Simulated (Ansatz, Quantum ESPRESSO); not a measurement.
**Mode couplings of Hf (Im-3m) in a second program**

Aim: mode couplings and λ of Hf (Im-3m) by double-delta sums in Quantum ESPRESSO.

Method: DFT PBE, scalar-relativistic, plane waves, PAW, in the first sound run; inputs show where later runs differ, in Ansatz 0.2.0 and Quantum ESPRESSO 7.5.

Most raw output is cut from this account.

This is not the structure that Hf takes at ambient pressure and room temperature (hexagonal, No. 194); it is a model or a phase of other conditions.

## Step 1: Set-up

The structure is cubic, space group Im-3m (No. 229). Conventional cell: a = 3.610 Å, b = 3.610 Å, c = 3.610 Å, α = 90.00°, β = 90.00°, γ = 90.00°. Nearest to Hf lie 8 Hf at 3.13 Å.

Structure file:

```cif
data_structure
_symmetry_space_group_name_H-M 'P 1'
_symmetry_Int_Tables_number 1
_cell_length_a 3.1264
_cell_length_b 3.1264
_cell_length_c 3.1264
_cell_angle_alpha 109.471
_cell_angle_beta 109.471
_cell_angle_gamma 109.471
_cell_volume 23.52
loop_
_atom_site_label
_atom_site_type_symbol
_atom_site_fract_x
_atom_site_fract_y
_atom_site_fract_z
_atom_site_occupancy
Hf1 Hf 0.00000 0.00000 0.00000 1
```

## Step 2: Relaxing cell and atoms

The structure is brought to rest under this functional.

File input.yaml:

```yaml
crystal:
  lattice:
    - [-1.805, 1.805, 1.805]
    - [1.805, -1.805, 1.805]
    - [1.805, 1.805, -1.805]
  atoms:
    - { symbol: Hf, position: [0.0, 0.0, 0.0] }
kpoints:
  mp_grid: { grid: [12, 12, 12] }
hamiltonian:
  xc: pbe
scf:
  occupations: { method: gaussian, width: 0.1 }
output:
  forces: true
  stress: true
  eigenvalues: true
relax:
  adjacent_minimum: "off"
  f_tol: 0.005
  max_steps: 80
  cell: { stress_tol: 0.05 }
```

The run is started by

```sh
ansatz run input.yaml --threads 4 --pin off --max-ram 8192MiB --backend cpu --events-out ev --progress --plain --runs-dir out
```

The job ended after 2.9 s (4 threads of Arm Neoverse V1, shared host; peak memory 0.32 GiB; 9.8 s of CPU time).

Step by step:

```
step  energy less that of the first step (eV)  largest force component (eV/Å)  pressure (GPa)  volume (Å³)
   1                                   0.0000                          0.0000           -4.99        23.52
   2                                  -0.0032                          0.0000            5.58        21.17
   3                                  -0.0209                          0.0000           -0.45        22.35
   4                                  -0.0211                          0.0000           -0.01        22.25
   5                                  -0.0208                          0.0000           -0.02        22.25
```

The log counts 1 steps on a newly chosen plane-wave basis, not all of them marked here; energy and pressure can jump at such steps.

```
conventional cell, symmetrised  before  after  change
                         a (Å)   3.610  3.544  -1.8 %
                         b (Å)   3.610  3.544  -1.8 %
                         c (Å)   3.610  3.544  -1.8 %
              volume (Å³/atom)   23.52  22.25  -5.4 %
```

The relaxed structure:

```
Hf
1.0
    -1.77189    1.77189    1.77189
     1.77189   -1.77189    1.77189
     1.77189    1.77189   -1.77189
Hf
1
Direct
  0.00000 0.00000 0.00000
```

This step gave:

* pressure: -0.01848 GPa
* volume per atom: 22.25 Å³
* metallic on mesh: yes
* gap on the k-mesh: 0 eV

The largest force is now zero by symmetry and the largest stress component 0.018 GPa.

## Step 3: Ground state with pw.x

ph.x needs a tightly converged ground state on the same k mesh; the cell is that of the step before.

This step: DFT PBE, scalar-relativistic, plane waves, GBRV ultrasoft pseudopotentials (Quantum ESPRESSO 7.5).

File pw.in:

```
&CONTROL
  calculation = 'scf'
  prefix      = 'x'
  outdir      = './tmp'
  pseudo_dir  = './pseudo'
  tprnfor     = .true.
  tstress     = .true.
/
&SYSTEM
  ibrav       = 0
  nat         = 1
  ntyp        = 1
  ecutwfc     = 45.0
  ecutrho     = 360.0
  occupations = 'smearing'
  smearing    = 'fd'
  degauss     = 0.00734986
  nbnd        = 13
/
&ELECTRONS
  conv_thr    = 1.0d-11
  mixing_beta = 0.5
/
ATOMIC_SPECIES
 Hf    178.4900  Hf.upf
CELL_PARAMETERS angstrom
    -1.771889622    1.771889622    1.771889622
     1.771889622   -1.771889622    1.771889622
     1.771889622    1.771889622   -1.771889622
ATOMIC_POSITIONS crystal
 Hf     0.000000000   0.000000000   0.000000000
K_POINTS automatic
 8 8 8 0 0 0
```

The run is started by

```sh
OMP_NUM_THREADS=1 mpirun -n 4 pw.x -nk 4 -in pw.in > pw.x.log
```

It took 3 s on 4 MPI ranks.

This step gave:

```yaml
pressure: 0.4000 GPa
```

With these potentials, mesh and smearing the cell is at 0.40 GPa.

## Step 4: Second program, linear response: Fermi–Dirac smearing of 0.1 eV

ph.x gives each mode's frequency and linewidth; λ of a mode follows from Gaussian double-delta sums over the k mesh, here at four widths.

File ph.in:

```
phonons and couplings
&INPUTPH
  prefix          = 'x'
  outdir          = './tmp'
  tr2_ph          = 1.0d-15
  fildyn          = 'x.dyn'
  fildvscf        = 'dvscf'
  ldisp           = .true.
  nq1             = 2
  nq2             = 2
  nq3             = 2
  electron_phonon = 'simple'
  el_ph_ngauss    = 0
  el_ph_sigma     = 0.00734986
  el_ph_nsigma    = 4
  alpha_mix(1)    = 0.5
  amass(1)        = 178.49
/
```

The run is started by

```sh
OMP_NUM_THREADS=1 mpirun -n 4 ph.x -nk 4 -in ph.in > ph.x.log
```

The job ended after 43 s (4 MPI ranks).

Numbers from this step:

- highest frequency, solved or plainly interpolated: 120.6 cm⁻¹

As ph.x prints them, no sum rule imposed; at the zone centre the sum is no linewidth. Double-delta sums:

```
  q1    q2    q3  star  mode  omega (meV)  lambda_q, sigma 0.1 eV  lambda_q, sigma 0.2 eV  lambda_q, sigma 0.3 eV  lambda_q, sigma 0.4 eV  half width at sigma 0.2 (meV)
   0     0     0     1     1       0.3912                       0                       0                       0                       0                        4.14e-5
   0     0     0     1     2       0.3912                       0                       0                       0                       0                        4.14e-5
   0     0     0     1     3       0.3912                       0                       0                       0                       0                        4.14e-5
   0     0  -0.5     6     1        -10.4                  -1.175                 -0.5521                 -0.4832                 -0.4806                         0.1715
   0     0  -0.5     6     2        11.76                  0.6806                  0.5781                  0.4595                  0.4198                         0.2296
   0     0  -0.5     6     3        12.13                  0.0944                  0.1946                  0.2334                   0.241                        0.08226
-0.5  -0.5  -0.5     1     1        14.95                  0.8108                  0.3448                  0.3105                  0.2631                         0.2214
-0.5  -0.5  -0.5     1     2        14.95                  0.8108                  0.3448                  0.3105                  0.2631                         0.2214
-0.5  -0.5  -0.5     1     3        14.95                  0.8108                  0.3448                  0.3105                  0.2631                         0.2214
```

## Step 5: Coupling and resistivity: Fermi–Dirac smearing of 0.1 eV

The cheapest meshes give a first estimate and the cost of a run.

This step: DFT PBE, scalar-relativistic, plane waves, PAW (Ansatz 0.2.0).

File input.yaml:

```yaml
crystal:
  lattice:
    - [-1.7718896218, 1.7718896218, 1.7718896218]
    - [1.7718896218, -1.7718896218, 1.7718896218]
    - [1.7718896218, 1.7718896218, -1.7718896218]
  atoms:
    - { symbol: Hf, position: [0.0, 0.0, 0.0] }
kpoints:
  mp_grid: { grid: [6, 6, 6] }
hamiltonian:
  xc: pbe
scf:
  occupations: { method: fermi_dirac, width: 0.1 }
output:
  eigenvalues: true
phonons:
  method: dfpt
  qmesh: [2, 2, 2]
  temperatures: { t_max: 1000, t_step: 50 }
  qpath:
    path:
      - [[0.0, 0.0, 0.0], [0.5, -0.5, 0.5], [0.0, 0.0, 0.5], [0.0, 0.0, 0.0], [0.25, 0.25, 0.25], [0.5, -0.5, 0.5]]
      - [[0.25, 0.25, 0.25], [0.0, 0.0, 0.5]]
    npoints: 10
  electrical_resistivity:
    mesh: [12, 12, 12]
    temperatures: [20.0, 50.0, 77.0, 100.0, 150.0, 200.0, 300.0, 400.0, 600.0, 800.0]
  electron_occupations: "off"
```

The run is started by

```sh
ansatz run input.yaml --threads 4 --pin off --max-ram 8192MiB --backend cpu --events-out ev --progress --plain --runs-dir out
```

The job ended after 3.6 s (4 threads; peak memory 0.43 GiB).

The run ended with an error.

The program's message: “electrical resistivity: the mode of lowest frequency at the wavevector [0.0000, 0.0000, -0.5000] is imaginary, -89.12 cm⁻¹ (written negative): the force constants describe an unstable lattice; relax t …”

The run stops because a mode is imaginary on the scattering mesh, where no scattering rate is defined; denser k meshes, other smearings and, between solved wavevectors, finer q meshes show whether the instability is real.

## Step 6: Second program, ground state

This step: DFT PBE, scalar-relativistic, plane waves, GBRV ultrasoft pseudopotentials (Quantum ESPRESSO 7.5).

pw.in, as its differences from that of step 3:

```diff
@@ -32,2 +32,2 @@
 K_POINTS automatic
- 8 8 8 0 0 0
+ 12 12 12 0 0 0
```

The mesh is denser.

The run is started by

```sh
OMP_NUM_THREADS=1 mpirun -n 4 pw.x -nk 4 -in pw.in > pw.x.log
```

It took 4.2 s on 4 MPI ranks; 16 s of CPU time.

This step gave:

| Property | Result |
| --- | --- |
| pressure | 0.512 GPa |

With these potentials, mesh and smearing the cell is at 0.51 GPa.

## Step 7: Second program, linear response: Fermi–Dirac smearing of 0.1 eV (run 2)

ph.in, as its differences from that of step 4:

```diff
@@ -8,5 +8,5 @@
   ldisp           = .true.
-  nq1             = 2
-  nq2             = 2
-  nq3             = 2
+  nq1             = 3
+  nq2             = 3
+  nq3             = 3
   electron_phonon = 'simple'
```

The run is started by

```sh
OMP_NUM_THREADS=1 mpirun -n 4 ph.x -nk 4 -in ph.in > ph.x.log
```

It took 4.9 min on 4 MPI ranks; 19 min of CPU time.

Numbers from this step:

| Quantity | Value |
| --- | --- |
| highest frequency, solved or plainly interpolated | 114.6 cm⁻¹ |

As ph.x prints them, no sum rule imposed; at the zone centre the sum is no linewidth. Double-delta sums:

```
    q1      q2       q3  star  mode  omega (meV)  lambda_q, sigma 0.1 eV  lambda_q, sigma 0.2 eV  lambda_q, sigma 0.3 eV  lambda_q, sigma 0.4 eV  half width at sigma 0.2 (meV)
     0       0        0     1     1       0.3888                       0                       0                       0                       0                        4.14e-5
     0       0        0     1     2       0.3888                       0                       0                       0                       0                        4.14e-5
     0       0        0     1     3       0.3888                       0                       0                       0                       0                        4.14e-5
     0       0   0.3333    12     1       -8.657                 -0.5111                 -0.4961                 -0.5477                 -0.5519                         0.1119
     0       0   0.3333    12     2        9.109                  0.1979                   0.291                  0.3372                  0.3364                        0.07262
     0       0   0.3333    12     3        12.68                  0.5118                  0.4007                  0.3685                  0.3401                         0.1938
     0  0.3333   0.3333     8     1       -1.883                       0                       0                       0                       0                         0.1501
     0  0.3333   0.3333     8     2        8.031                   1.669                   1.276                   1.184                   1.091                         0.2475
     0  0.3333   0.3333     8     3        8.031                   1.669                   1.276                   1.184                   1.091                         0.2475
0.3333  0.3333  -0.3333     6     1        12.83                  0.4492                  0.4333                  0.3749                  0.3389                         0.2147
0.3333  0.3333  -0.3333     6     2        14.21                   0.115                  0.1609                  0.1731                  0.1755                        0.09781
0.3333  0.3333  -0.3333     6     3        14.21                   0.115                  0.1609                  0.1731                  0.1755                        0.09781
```

## Step 8: Results

```yaml
phonon_run_of_the_rows_without_a_label_of_their_own: PBE, q 3×3×3, k 12×12×12
```

What this shows: In the run with Fermi–Dirac smearing of 0.1 eV: a mode at q = (0, 0, 0.333) is imaginary, 69.8i cm⁻¹, so the lattice is unstable on these meshes and at this level, and no λ is read from its Gaussian sums. Under gradient-corrected functionals ph.x can misplace modes where the density is low; no frozen-phonon run checks these frequencies. Spin–orbit coupling, left out here, matters for Hf.

[Logs are printed without paths, hosts, clocks, repeated set-up lines and the standing remarks that a program may print on its own settings, such as how far it seeks lower states.]

[Hosts, paths, dates, database ids (printed as entryN), source tags and the programs' standing remarks are cut or masked in the printed files.]
